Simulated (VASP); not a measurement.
A run of VASP 6.6.1 is set up as follows.

The input INCAR:

```
PREC = Accurate
ENCUT = 630
EDIFF = 1E-6
ISMEAR = -1
SIGMA = 0.05
LREAL = False
LASPH = True
NELM = 60
ALGO = Fast
ISIF = 3
LWAVE = False
LCHARG = False
GGA = PE
IBRION = 2
NSW = 40
EDIFFG = -0.01
```

Contents of KPOINTS:

```
Automatic mesh
0
Gamma
  9 9 5
```

Contents of POSCAR:

```
PtS2
1.0
    3.5432000000      0.0000000000      0.0000000000
   -1.7716000000      3.0685012107      0.0000000000
    0.0000000000      0.0000000000      5.0388000000
Pt S
1 2
Direct
    0.0000000000      0.0000000000      0.0000000000
    0.6666666667      0.3333333333      0.7730000000
    0.3333333333      0.6666666667      0.2270000000
```

Potentials or basis: VASP PAW PBE potentials, release 64 (Pt_GW, S_GW).

Command:

```console
$ cat potpaw_PBE.64/Pt_GW/POTCAR potpaw_PBE.64/S_GW/POTCAR > POTCAR
$ mpirun -np 1 vasp_std > vasp.out
```

Question: Predict the band gap on the k mesh.

Answer: 1.45 eV, indirect (least direct gap 1.47 eV).

Question: Predict the relaxed volume.

Answer: 22.71 Å³/atom.

Step by step:
```csv
step,energy change (eV),largest force (eV/Å),pressure (GPa),volume (Å³)
1,0.0000,1.2610,11.50,54.78
2,0.2619,1.4404,-12.91,65.84
3,-0.1484,0.0204,-0.46,58.55
4,-0.1486,0.0583,-0.11,58.41
5,-0.1486,0.0809,0.09,58.33
6,-0.1557,0.0023,0.18,58.41
7,-0.1603,0.1371,0.34,58.52
8,-0.1630,0.1624,0.04,58.95
9,-0.1690,0.2290,-0.81,60.27
10,-0.1725,0.3486,-2.16,62.92
11,-0.1728,0.3462,-2.14,62.96
12,-0.1739,0.3349,-2.06,63.10
13,-0.1760,0.3268,-1.97,63.37
14,-0.1799,0.2929,-1.73,63.91
15,-0.1863,0.2225,-1.22,64.98
16,-0.1936,0.0517,-0.04,67.10
17,-0.1940,0.0008,0.36,67.74
18,-0.1934,0.0672,0.80,68.47
19,-0.1939,0.0314,0.50,68.00
20,-0.1940,0.0161,0.42,67.86
21,-0.1943,0.0114,0.19,67.99
22,-0.1944,0.0340,-0.04,68.10
23,-0.1943,0.0324,-0.02,68.09
24,-0.1944,0.0224,0.01,68.10
25,-0.1945,0.0147,0.02,68.11
26,-0.1944,0.0125,0.05,68.14
27,-0.1945,0.0007,0.05,68.13
28,-0.1945,0.0083,0.04,68.12
```

Caveat: the volume moved by over 15 % at a fixed basis, so the end points are rough; spin-orbit coupling is left out, which moves the levels of the heavy elements; an odd mesh through Γ misses points on the zone boundary, where band edges often lie; this functional lacks dispersion, which binds the layers, so the pressure and a relaxed spacing across them are unreliable, and here the layers came unbound; the volume moved by +24 % from the deposited cell, more than functionals usually miss.
